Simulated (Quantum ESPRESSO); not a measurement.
Here is a Quantum ESPRESSO 7.5 calculation.

Contents of run.py:

```python
import numpy as np
from ase.calculators.espresso import Espresso, EspressoProfile
import spglib
from ase import Atoms
from ase.io import read

atoms = read('Al.cif')
cell, pos, num = spglib.standardize_cell((atoms.cell[:], atoms.get_scaled_positions(), atoms.numbers), to_primitive=True, symprec=1e-4)
atoms = Atoms(numbers=num, cell=cell, scaled_positions=pos, pbc=True)

input_data = {
    'control': {'calculation': 'scf', 'prefix': 'pwscf', 'outdir': './tmp', 'tprnfor': True, 'tstress': True, 'disk_io': 'low'},
    'system': {'ecutwfc': 40.0, 'nbnd': 6, 'input_dft': 'pbesol', 'occupations': 'smearing', 'smearing': 'fd', 'degauss': 0.00367493, 'vdw_corr': 'grimme-d3', 'dftd3_version': 3},
    'electrons': {'conv_thr': 2e-10, 'electron_maxstep': 120, 'mixing_beta': 0.5},
}
pseudopotentials = {'Al': 'Al.upf'}
profile = EspressoProfile(command='pw.x', pseudo_dir='pseudo')
dft = Espresso(profile=profile, input_data=input_data, pseudopotentials=pseudopotentials, kpts=(11, 11, 11), koffset=(0, 0, 0))
atoms.calc = dft

from ase.optimize import LBFGS
from ase.filters import FrechetCellFilter
done = LBFGS(FrechetCellFilter(atoms), trajectory='opt.traj').run(fmax=0.02, steps=30)
print('converged', done)
print('cell (A)', np.round(atoms.cell.cellpar(), 5))
print(f'energy {atoms.get_potential_energy():.8f} eV')
print('forces (eV/A)')
print(np.round(atoms.get_forces(), 6))
print('stress (eV/A^3, Voigt)')
print(np.round(atoms.get_stress(), 8))
print(f'Fermi level {dft.get_fermi_level():.4f} eV')
```

File Al.cif:

```cif
data_Al
_cell_length_a 4.04961000
_cell_length_b 4.04961000
_cell_length_c 4.04961000
_cell_angle_alpha 90.00000000
_cell_angle_beta 90.00000000
_cell_angle_gamma 90.00000000
_space_group_name_H-M_alt 'Fm-3m'
_space_group_name_Hall '-F 4 2 3'
_space_group_IT_number 225
loop_
_space_group_symop_operation_xyz
'x,y,z'
'-x,-y,-z'
'-y,x,z'
'y,-x,-z'
'-x,-y,z'
'x,y,-z'
'y,-x,z'
'-y,x,-z'
'x,-y,-z'
'-x,y,z'
'-y,-x,-z'
'y,x,z'
'-x,y,-z'
'x,-y,z'
'y,x,-z'
'-y,-x,z'
'z,x,y'
'-z,-x,-y'
'z,-y,x'
'-z,y,-x'
'z,-x,-y'
'-z,x,y'
'z,y,-x'
'-z,-y,x'
'-z,x,-y'
'z,-x,y'
'-z,-y,-x'
'z,y,x'
'-z,-x,y'
'z,x,-y'
'-z,y,x'
'z,-y,-x'
'y,z,x'
'-y,-z,-x'
'x,z,-y'
'-x,-z,y'
'-y,z,-x'
'y,-z,x'
'-x,z,y'
'x,-z,-y'
'-y,-z,x'
'y,z,-x'
'-x,-z,-y'
'x,z,y'
'y,-z,-x'
'-y,z,x'
'x,-z,y'
'-x,z,-y'
'x,y+1/2,z+1/2'
'-x,-y+1/2,-z+1/2'
'-y,x+1/2,z+1/2'
'y,-x+1/2,-z+1/2'
'-x,-y+1/2,z+1/2'
'x,y+1/2,-z+1/2'
'y,-x+1/2,z+1/2'
'-y,x+1/2,-z+1/2'
'x,-y+1/2,-z+1/2'
'-x,y+1/2,z+1/2'
'-y,-x+1/2,-z+1/2'
'y,x+1/2,z+1/2'
[... 40 lines left out ...]
'-x+1/2,-y,z+1/2'
'x+1/2,y,-z+1/2'
'y+1/2,-x,z+1/2'
'-y+1/2,x,-z+1/2'
'x+1/2,-y,-z+1/2'
'-x+1/2,y,z+1/2'
'-y+1/2,-x,-z+1/2'
'y+1/2,x,z+1/2'
'-x+1/2,y,-z+1/2'
'x+1/2,-y,z+1/2'
'y+1/2,x,-z+1/2'
'-y+1/2,-x,z+1/2'
'z+1/2,x,y+1/2'
'-z+1/2,-x,-y+1/2'
'z+1/2,-y,x+1/2'
'-z+1/2,y,-x+1/2'
'z+1/2,-x,-y+1/2'
'-z+1/2,x,y+1/2'
'z+1/2,y,-x+1/2'
'-z+1/2,-y,x+1/2'
'-z+1/2,x,-y+1/2'
'z+1/2,-x,y+1/2'
'-z+1/2,-y,-x+1/2'
'z+1/2,y,x+1/2'
'-z+1/2,-x,y+1/2'
'z+1/2,x,-y+1/2'
'-z+1/2,y,x+1/2'
'z+1/2,-y,-x+1/2'
'y+1/2,z,x+1/2'
'-y+1/2,-z,-x+1/2'
'x+1/2,z,-y+1/2'
'-x+1/2,-z,y+1/2'
'-y+1/2,z,-x+1/2'
'y+1/2,-z,x+1/2'
'-x+1/2,z,y+1/2'
'x+1/2,-z,-y+1/2'
'-y+1/2,-z,x+1/2'
'y+1/2,z,-x+1/2'
'-x+1/2,-z,-y+1/2'
'x+1/2,z,y+1/2'
'y+1/2,-z,-x+1/2'
'-y+1/2,z,x+1/2'
'x+1/2,-z,y+1/2'
'-x+1/2,z,-y+1/2'
'x+1/2,y+1/2,z'
'-x+1/2,-y+1/2,-z'
'-y+1/2,x+1/2,z'
'y+1/2,-x+1/2,-z'
'-x+1/2,-y+1/2,z'
'x+1/2,y+1/2,-z'
'y+1/2,-x+1/2,z'
'-y+1/2,x+1/2,-z'
'x+1/2,-y+1/2,-z'
'-x+1/2,y+1/2,z'
'-y+1/2,-x+1/2,-z'
'y+1/2,x+1/2,z'
'-x+1/2,y+1/2,-z'
'x+1/2,-y+1/2,z'
'y+1/2,x+1/2,-z'
'-y+1/2,-x+1/2,z'
'z+1/2,x+1/2,y'
'-z+1/2,-x+1/2,-y'
'z+1/2,-y+1/2,x'
'-z+1/2,y+1/2,-x'
'z+1/2,-x+1/2,-y'
'-z+1/2,x+1/2,y'
'z+1/2,y+1/2,-x'
'-z+1/2,-y+1/2,x'
'-z+1/2,x+1/2,-y'
'z+1/2,-x+1/2,y'
'-z+1/2,-y+1/2,-x'
'z+1/2,y+1/2,x'
'-z+1/2,-x+1/2,y'
'z+1/2,x+1/2,-y'
'-z+1/2,y+1/2,x'
'z+1/2,-y+1/2,-x'
'y+1/2,z+1/2,x'
'-y+1/2,-z+1/2,-x'
'x+1/2,z+1/2,-y'
'-x+1/2,-z+1/2,y'
'-y+1/2,z+1/2,-x'
'y+1/2,-z+1/2,x'
'-x+1/2,z+1/2,y'
'x+1/2,-z+1/2,-y'
'-y+1/2,-z+1/2,x'
'y+1/2,z+1/2,-x'
'-x+1/2,-z+1/2,-y'
'x+1/2,z+1/2,y'
'y+1/2,-z+1/2,-x'
'-y+1/2,z+1/2,x'
'x+1/2,-z+1/2,y'
'-x+1/2,z+1/2,-y'
loop_
_atom_site_label
_atom_site_type_symbol
_atom_site_symmetry_multiplicity
_atom_site_Wyckoff_symbol
_atom_site_fract_x
_atom_site_fract_y
_atom_site_fract_z
_atom_site_occupancy
Al1 Al 4 a 0.0000000000 0.0000000000 0.0000000000 1
```

Potentials or basis: PseudoDojo 0.4.1 SR PBE standard.

The run is started by

```console
$ OMP_NUM_THREADS=1 python run.py
```

Task: What does it give for the relaxed cell?

Result: a = 2.830 Å, b = 2.830 Å, c = 2.830 Å, α = 60.00°, β = 60.00°, γ = 60.00°.

Task: Estimate the relaxed volume.

Result: 16.03 Å³/atom.

Task: What does it give for the space group after relaxing (to 0.05 Å)?

Result: Fm-3m (No. 225).

Final structure:
```
Al
1.0
     0.00000    2.00134    2.00134
     2.00134    0.00000    2.00134
     2.00134    2.00134    0.00000
Al
1
Cartesian
  0.0000 0.0000 0.0000
```

Caveat: the potentials were made for another functional, which shifts forces and pressure; pairwise dispersion overbinds metals, which lowers pressure and volume.
